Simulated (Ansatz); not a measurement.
Os (fcc)

The computed numbers are results of PBE, scalar-relativistic (no spin polarisation) in the plane-wave PAW code Ansatz at 420 eV, Γ-centred 18×18×18 mesh, 0.05 eV Gaussian smearing; PAW files: Ansatz's generated set soft_2.

```
Os
1.0
     0.00000    1.92791    1.92791
     1.92791    0.00000    1.92791
     1.92791    1.92791    0.00000
Os
1
Direct
  0.00000 0.00000 0.00000
```

At room temperature and ambient pressure Os is hcp.

Problem. Which orbitals carry the states at the Fermi level, and how many states are there?

Solution. Within 0.1 eV of it: Os 5d 97 % (shares among the projected shells). The density of states at the Fermi level is about 0.8 states/eV per cell, averaged over 0.3 eV.

Density of states (tetrahedra, averaged over 0.5 eV; states/eV per cell of 1 atom; energy in eV from the Fermi level; projections on Löwdin-orthogonalised atomic orbitals, summed over sites):

```
    E  total  Os 5d  Os 6s
-7.60   0.31   0.12   0.18
-7.10   0.70   0.45   0.24
-6.60   1.00   0.76   0.23
-6.10   1.12   0.96   0.15
-5.60   1.01   0.92   0.08
-5.10   0.74   0.70   0.02
-4.60   1.05   1.00   0.03
-4.10   1.01   0.94   0.04
-3.60   1.17   1.07   0.07
-3.10   1.38   1.23   0.10
-2.60   1.59   1.45   0.08
-2.10   1.08   0.97   0.06
-1.60   0.84   0.75   0.04
-1.10   0.90   0.82   0.04
-0.60   1.11   1.03   0.04
-0.10   0.81   0.76   0.03
 0.40   0.77   0.73   0.03
 0.90   0.75   0.70   0.02
 1.40   0.83   0.78   0.03
 1.90   1.17   1.12   0.03
 2.40   1.15   1.09   0.04
 2.90   0.55   0.47   0.05
 3.40   0.28   0.17   0.07
 3.90   0.28   0.15   0.08
 4.40   0.29   0.12   0.09
 4.90   0.29   0.10   0.10
 5.40   0.30   0.08   0.12
 5.90   0.28   0.06   0.12
```

For elements this heavy, spin–orbit coupling would shift levels and gaps; it isn't included here.
